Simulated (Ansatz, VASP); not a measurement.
## ZnS in VASP and in Ansatz

```xyz
2
Lattice="0.0000 2.7208 2.7208 2.7208 0.0000 2.7208 2.7208 2.7208 0.0000" Properties=species:S:1:pos:R:3 pbc="T T T"
Zn    1.3604    1.3604    1.3604
S     0.0000    0.0000    0.0000
```

Alike in both runs: task single point; functional r2SCAN; k mesh 6 × 6 × 6; no spin polarisation.

|  | VASP | Ansatz |
| --- | --- | --- |
| version | VASP 6.6.1 | Ansatz 0.2.0 |
| potentials or method | VASP PAW PBE potentials, release 64 (Zn, S) | plane waves, PAW |
| plane-wave cutoff (eV) | 520 | 500 |
| occupations | gaussian, width 0.01 eV | fixed |
| valence electrons in the cell | 18 | 18 |

```tsv
	VASP	Ansatz	Ansatz less VASP
gap on the k mesh at the Fermi level (eV)	2.58	2.57	-0.008
pressure (GPa)	-2.1	-2.1	-0.04
```

Caveats: the PAW data sets were made with another functional, which shifts forces and pressure a little (VASP). r2SCAN opens gaps a little over a GGA but as a rule still falls short of measured ones.
